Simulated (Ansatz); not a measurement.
## Zr under strain

Theory: DFT PBE, scalar-relativistic, plane waves, PAW in Ansatz 0.2.0. Settings: 420 eV cutoff, 15×15×8 k-mesh, Gaussian smearing of 0.10 eV, no spin polarisation.

The relaxed crystal:

```
CELL_PARAMETERS angstrom
3.23189 0.00000 0.00000
-1.61595 2.79890 0.00000
0.00000 0.00000 5.17008
ATOMIC_POSITIONS crystal
Zr 0.33333 0.66667 0.25000
Zr 0.66667 0.33333 0.75000
```

Deformation: biaxial strain in the a-b plane, with the length and tilt of c and the atoms relaxed, all within the symmetry that the strain leaves. Energies are extrapolated to zero smearing. Stress is positive in compression, on the Cartesian axes of the cell above.

Strains computed: -4.5, -3.0, -1.5, +1.5, +3.0, +4.5 %.

(1) At which strain does the energy stand 5.3 meV/atom over the relaxed crystal with σxx = 2.33, σyy = 2.33, σzz = 0.00 GPa?

Answers

(1) -1.5 %.